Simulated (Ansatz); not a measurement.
## SrF2: pressure series

Start from SrF$_{2}$ in the fluorite structure (space group Fm-3m, No. 225; a = 5.758 Å).

Cell and atoms are relaxed at each pressure.

The values are results of PBEsol, PAW, 420 eV (Ansatz, a program for electronic structure; spin-orbit coupling left out), not measurements.

Notes on the quantities. enthalpy: H = E + PV relative to the base's energy.

```json
[
 {"variant": "base", "enthalpy": "–", "band gap": "6.90 eV", "smallest direct gap": "7.00 eV", "volume per atom": "15.91 Å³"},
 {"variant": "pressure −2 GPa", "enthalpy": "-0.20 eV/atom", "band gap": "6.75 eV", "smallest direct gap": "6.85 eV", "volume per atom": "16.38 Å³"},
 {"variant": "pressure −1 GPa", "enthalpy": "-0.10 eV/atom", "band gap": "6.83 eV", "smallest direct gap": "6.93 eV", "volume per atom": "16.13 Å³"},
 {"variant": "pressure 0.3 GPa", "enthalpy": "+0.03 eV/atom", "band gap": "6.92 eV", "smallest direct gap": "7.02 eV", "volume per atom": "15.84 Å³"},
 {"variant": "pressure 0.7 GPa", "enthalpy": "+0.07 eV/atom", "band gap": "6.95 eV", "smallest direct gap": "7.05 eV", "volume per atom": "15.76 Å³"},
 {"variant": "pressure 1.5 GPa", "enthalpy": "+0.15 eV/atom", "band gap": "7.01 eV", "smallest direct gap": "7.11 eV", "volume per atom": "15.60 Å³"},
 {"variant": "pressure 3 GPa", "enthalpy": "+0.29 eV/atom", "band gap": "7.11 eV", "smallest direct gap": "7.20 eV", "volume per atom": "15.32 Å³"},
 {"variant": "pressure 5 GPa", "enthalpy": "+0.48 eV/atom", "band gap": "7.23 eV", "smallest direct gap": "7.32 eV", "volume per atom": "14.99 Å³"},
 {"variant": "pressure 7.5 GPa", "enthalpy": "+0.71 eV/atom", "band gap": "7.37 eV", "smallest direct gap": "7.46 eV", "volume per atom": "14.62 Å³"},
 {"variant": "pressure 10 GPa", "enthalpy": "+0.94 eV/atom", "band gap": "7.50 eV", "smallest direct gap": "7.58 eV", "volume per atom": "14.30 Å³"}
]
```

Load acts through the strain it causes; cell and atoms are relaxed under it. Whether these cells are dynamically stable was not tested. Competing high-pressure phases were not computed.
